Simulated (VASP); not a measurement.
Set up this calculation in VASP 6.6.1, as the native input.

| Quantity | Value |
| --- | --- |
| Task | relaxation of the atoms |
| Functional | PBEsol |
| Potentials or basis | VASP PAW PBE potentials, release 64 (Ca_sv, O) |
| Cutoff | 600 eV |
| k mesh | 10 × 10 × 10 |
| Occupations | gaussian, width 0.03 eV |
| Spin | no spin polarisation |
| Further INCAR settings | ALGO = Fast; EDIFF = 1e-07; IBRION = 2; EDIFFG = -0.01; NSW = 40 |

The structure of CaO (Lime) lies in POSCAR:

```
CaO                                     
1.0
    0.0000000000      2.3713083140      2.3713083140
    2.3713083140      0.0000000000      2.3713083140
    2.3713083140      2.3713083140      0.0000000000
  Ca              O             
     1     1
Direct
     0.0000000000000000    0.0000000000000000    0.0000000000000000
     0.5000000000000000    0.5000000000000000    0.5000000000000000
```

The cell isn't the ideal one: a relaxed cell with its volume scaled by 0.98.

One way to write it, as run:

INCAR

```
ALGO     = Fast           # electronic algorithm
EDIFF    = 1E-7           # SCF threshold, eV
EDIFFG   = -0.01          # ionic threshold
ENCUT    = 600            # plane-wave cutoff, eV
GGA      = PS             # functional
IBRION   = 2              # ionic algorithm
ISIF     = 2              # what is computed and relaxed
ISMEAR   = 0              # smearing method
LASPH    = T              # aspherical terms in the spheres
LCHARG   = F              # write CHGCAR
LREAL    = F              # projectors in reciprocal space
LWAVE    = F              # write WAVECAR
NELM     = 80             # most SCF steps
NSW      = 40             # ionic steps
PREC     = Accurate       # precision mode
SIGMA    = 0.03           # smearing width, eV
```

KPOINTS

```
k-points
0
Gamma
  10 10 10
```

Potentials or basis: VASP PAW PBE potentials, release 64 (Ca_sv, O).

Launch:

```console
$ cat potpaw_PBE.64/Ca_sv/POTCAR potpaw_PBE.64/O/POTCAR > POTCAR
$ mpirun -np 1 vasp_std > vasp.out
```

It gave:

```json
{
  "Pressure after relaxing": "2.5 GPa",
  "Band gap on the k mesh": "3.51 eV, indirect (least direct gap 3.88 eV)"
}
```

Caveat: the relaxation stopped at its first step, so nothing moved; the PAW data sets were made with another functional, which shifts forces and pressure a little.

Wall time 17 s on 1 thread of Intel(R) Xeon(R) 6975P-C (Granite Rapids) (shared host), peak memory 0.16 GiB.
